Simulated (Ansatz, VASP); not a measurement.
# One calculation of KI, two programs

```
CELL_PARAMETERS angstrom
0.00000 3.54428 3.73993
3.54428 0.00000 3.73993
3.54428 3.54428 0.00000
ATOMIC_POSITIONS crystal
K 0.00000 0.00000 0.00000
I 0.50000 0.50000 0.50000
```

Change from the starting cell: uniaxial_z strain +5.5%.

Alike in both runs: task single point; functional r2SCAN; k mesh 6 × 6 × 6; no spin polarisation.

```csv
,VASP,Ansatz
version,VASP 6.6.1,Ansatz 0.2.0
potentials or method,"VASP PAW PBE potentials, release 64 (K_sv, I)","plane waves, PAW"
plane-wave cutoff (eV),520,500
occupations,"gaussian, width 0.01 eV",fixed
valence electrons in the cell,16,26
```

|  | VASP | Ansatz | Ansatz less VASP |
| --- | --- | --- | --- |
| gap on the k mesh at the Fermi level (eV) | 4.45 | 4.45 | +0.003 |
| pressure (GPa) | -0.5 | -0.5 | 0.00 |
| largest component of the traceless stress (GPa) | 0.66 | 0.65 | -0.006 |

The two sets of potentials don't hold the same shells in valence.

Caveats: the PAW data sets were made with another functional, which shifts forces and pressure a little (VASP); spin-orbit coupling is left out, which moves the levels of the heavy elements.
